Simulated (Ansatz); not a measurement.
Pressure series in GeO2

The reference is GeO₂ in the rutile structure (space group P4_2/mnm, No. 136; a = 4.411 Å, c = 2.870 Å).

Cell and atoms are relaxed at each pressure.

Calculations: Ansatz (a first-principles code) r2SCAN, without spin-orbit coupling.

Base values:

- Band gap = 2.51 eV

Question: The aim is a band gap between 2.82 eV and 3.06 eV. Which of these changes reaches it?
A) pressure 45 GPa
B) pressure 30 GPa
C) pressure 18 GPa
D) pressure −2 GPa
E) pressure 9 GPa

Answer: E, pressure 9 GPa. It gives 2.96 eV; pressure 30 GPa gives 3.87 eV; pressure 18 GPa gives 3.37 eV; pressure 45 GPa gives 4.45 eV; pressure −2 GPa gives 2.41 eV. Changes not listed may reach it too

Load acts through the strain it causes; cell and atoms are relaxed under it. Stability against distortions was not tested. Competing high-pressure phases were not computed.
